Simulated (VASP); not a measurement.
Ru, 4 atoms in the cell. The cell holds a slab with vacuum, 4 atoms: a = 2.719 Å, b = 2.719 Å, c = 27.556 Å, α = 90.00°, β = 90.00°, γ = 120.00°. The cell was built by a generator and needn't be a form met in nature.

- Program: VASP 6.6.1
- Task: work function
- Functional: PBE
- Potentials or basis: VASP PAW PBE potentials, release 64 (Ru_pv)
- Cutoff: 520 eV
- k mesh: 14 × 14 × 1
- Occupations: methfessel-paxton, width 0.1 eV
- Spin: no spin polarisation
- Dipole correction: yes
- Further INCAR settings: ALGO = Normal; EDIFF = 1e-06

Potentials or basis: VASP PAW PBE potentials, release 64 (Ru_pv).

Run with:

```console
$ cat potpaw_PBE.64/Ru_pv/POTCAR > POTCAR
$ mpirun -np 2 vasp_std > vasp.out
```

Hardware: 2 MPI ranks on Intel(R) Xeon(R) 6975P-C (Granite Rapids), on a shared host.

Q: How long does it take, and how much memory?

A: Wall time 62 s on 2 MPI ranks on Intel(R) Xeon(R) 6975P-C (Granite Rapids), on a shared host, peak memory 0.31 GiB a rank. Counts: scf iterations 26, k points 24.
